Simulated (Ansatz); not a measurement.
# O: energy and pressure over a range of volumes

How stiff is O, and at what volume does the pressure vanish? The cell is scaled evenly, atoms carried along, and solved with LAPW, PAW and all-electron datasets made for the crystal.

Computed with Ansatz 0.2.0 (DFT PBE, scalar-relativistic, unless a step's input says otherwise).

## 1. The starting structure

It takes space group R-3m (No. 166, trigonal). Conventional cell: a = 2.847 Å, b = 2.847 Å, c = 10.225 Å, α = 90.00°, β = 90.00°, γ = 120.00°. Around O (site symmetry 3m) lie 1 O at 1.18 Å.

Structure file:

```cif
data_structure
_symmetry_space_group_name_H-M 'P 1'
_symmetry_Int_Tables_number 1
_cell_length_a 3.7839
_cell_length_b 3.7839
_cell_length_c 3.7839
_cell_angle_alpha 44.192
_cell_angle_beta 44.192
_cell_angle_gamma 44.192
_cell_volume 23.92
loop_
_atom_site_label
_atom_site_type_symbol
_atom_site_fract_x
_atom_site_fract_y
_atom_site_fract_z
_atom_site_occupancy
O1 O 0.05770 0.05770 0.05770 1
O2 O 0.94230 0.94230 0.94230 1
```

The cell comes from a crystallographic database entry that wasn't checked; take it as a given geometry, which may be far from equilibrium.

Atoms are numbered in the order of the input: O1, O2.

## 2. Volume × 0.96, LAPW

Contents of input.yaml:

```yaml
crystal:
  lattice:
    - [1.4041122177, 0.8106645668, 3.3622362452]
    - [-1.4041122177, 0.8106645668, 3.3622362452]
    - [0.0, -1.6213291337, 3.3622362452]
  atoms:
    - { symbol: O, position: [0.0577, 0.0577, 0.0577] }
    - { symbol: O, position: [0.9423, 0.9423, 0.9423] }
kpoints:
  mp_grid: { grid: [10, 10, 10] }
scf:
  occupations: { method: fermi_dirac, width: 0.02 }
hamiltonian:
  xc: pbe
  pseudopotentials: { kind: all_electron, lapw: { basis_error: 0.0005 } }
output:
  forces: true
  stress: true
  eigenvalues: true
```

Run with:

```bash
$ ansatz run input.yaml --threads 1 --pin off --max-ram 2048MiB --backend cpu --events-out ev --progress --plain --runs-dir out
```

## 3. Volume × 0.96, PAW

Edit input.yaml of step 2 so:

```diff
@@ -14,3 +14,3 @@
   xc: pbe
-  pseudopotentials: { kind: all_electron, lapw: { basis_error: 0.0005 } }
+  pseudopotentials: { kind: paw }
 output:
@@ -19 +19,2 @@
   eigenvalues: true
+  efg: { contact_densities: true }
```

## 4. Volume × 0.96, crystal datasets

Edit input.yaml of step 3 so:

```diff
@@ -14,3 +14,3 @@
   xc: pbe
-  pseudopotentials: { kind: paw }
+  pseudopotentials: { kind: all_electron, datasets: crystal }
 output:
```

## 5. Volume × 0.98, LAPW

Contents of input.yaml:

```yaml
crystal:
  lattice:
    - [1.4137960563, 0.8162555336, 3.3854248141]
    - [-1.4137960563, 0.8162555336, 3.3854248141]
    - [0.0, -1.6325110673, 3.3854248141]
  atoms:
    - { symbol: O, position: [0.0577, 0.0577, 0.0577] }
    - { symbol: O, position: [0.9423, 0.9423, 0.9423] }
kpoints:
  mp_grid: { grid: [10, 10, 10] }
scf:
  occupations: { method: fermi_dirac, width: 0.02 }
hamiltonian:
  xc: pbe
  pseudopotentials: { kind: all_electron, lapw: { basis_error: 0.0005 } }
output:
  forces: true
  stress: true
  eigenvalues: true
```

## 6. Volume × 0.98, PAW

Edit input.yaml of step 5 so:

```diff
@@ -14,3 +14,3 @@
   xc: pbe
-  pseudopotentials: { kind: all_electron, lapw: { basis_error: 0.0005 } }
+  pseudopotentials: { kind: paw }
 output:
@@ -19 +19,6 @@
   eigenvalues: true
+  efg: { contact_densities: true }
+  write_density: true
+  write_potential: true
+  elf: true
+  volumetric_format: npy
```

## 7. Volume × 1.02, LAPW

Contents of input.yaml:

```yaml
crystal:
  lattice:
    - [1.4327754493, 0.8272132913, 3.430872181]
    - [-1.4327754493, 0.8272132913, 3.430872181]
    - [0.0, -1.6544265826, 3.430872181]
  atoms:
    - { symbol: O, position: [0.0577, 0.0577, 0.0577] }
    - { symbol: O, position: [0.9423, 0.9423, 0.9423] }
kpoints:
  mp_grid: { grid: [10, 10, 10] }
scf:
  occupations: { method: fermi_dirac, width: 0.02 }
hamiltonian:
  xc: pbe
  pseudopotentials: { kind: all_electron, lapw: { basis_error: 0.0005 } }
output:
  forces: true
  stress: true
  eigenvalues: true
```

## 8. Volume × 1.02, PAW

Edit input.yaml of step 7 so:

```diff
@@ -14,3 +14,3 @@
   xc: pbe
-  pseudopotentials: { kind: all_electron, lapw: { basis_error: 0.0005 } }
+  pseudopotentials: { kind: paw }
 output:
@@ -19 +19,2 @@
   eigenvalues: true
+  efg: { contact_densities: true }
```

## 9. Volume × 1.04, LAPW

Contents of input.yaml:

```yaml
crystal:
  lattice:
    - [1.4420794467, 0.8325849567, 3.453151196]
    - [-1.4420794467, 0.8325849567, 3.453151196]
    - [0.0, -1.6651699134, 3.453151196]
  atoms:
    - { symbol: O, position: [0.0577, 0.0577, 0.0577] }
    - { symbol: O, position: [0.9423, 0.9423, 0.9423] }
kpoints:
  mp_grid: { grid: [10, 10, 10] }
scf:
  occupations: { method: fermi_dirac, width: 0.02 }
hamiltonian:
  xc: pbe
  pseudopotentials: { kind: all_electron, lapw: { basis_error: 0.0005 } }
output:
  forces: true
  stress: true
  eigenvalues: true
```

## 10. Volume × 1.04, PAW

Edit input.yaml of step 9 so:

```diff
@@ -14,3 +14,3 @@
   xc: pbe
-  pseudopotentials: { kind: all_electron, lapw: { basis_error: 0.0005 } }
+  pseudopotentials: { kind: paw }
 output:
@@ -19 +19,6 @@
   eigenvalues: true
+  efg: { contact_densities: true }
+  write_density: true
+  write_potential: true
+  elf: true
+  volumetric_format: npy
```

## 11. Volume × 1.04, crystal datasets

Edit input.yaml of step 10 so:

```diff
@@ -14,3 +14,3 @@
   xc: pbe
-  pseudopotentials: { kind: paw }
+  pseudopotentials: { kind: all_electron, datasets: crystal }
 output:
@@ -20,5 +20 @@
   efg: { contact_densities: true }
-  write_density: true
-  write_potential: true
-  elf: true
-  volumetric_format: npy
```

(Steps that only read results are left out.)

**Question.** What will these runs give?

As calculated:

| quantity | value |
| --- | --- |
| pressure at 11.48 Å³/atom (LAPW) | 10.18 GPa |
| pressure at 12.44 Å³/atom (LAPW) | 1.41 GPa |

What this shows: Over this range the mean stiffness −dP/dlnV is 110 GPa by LAPW; the pressure keeps one sign, so equilibrium lies outside the range. No thermal or zero-point expansion is included. Solid oxygen carries moments on its molecules; these runs leave spin out.
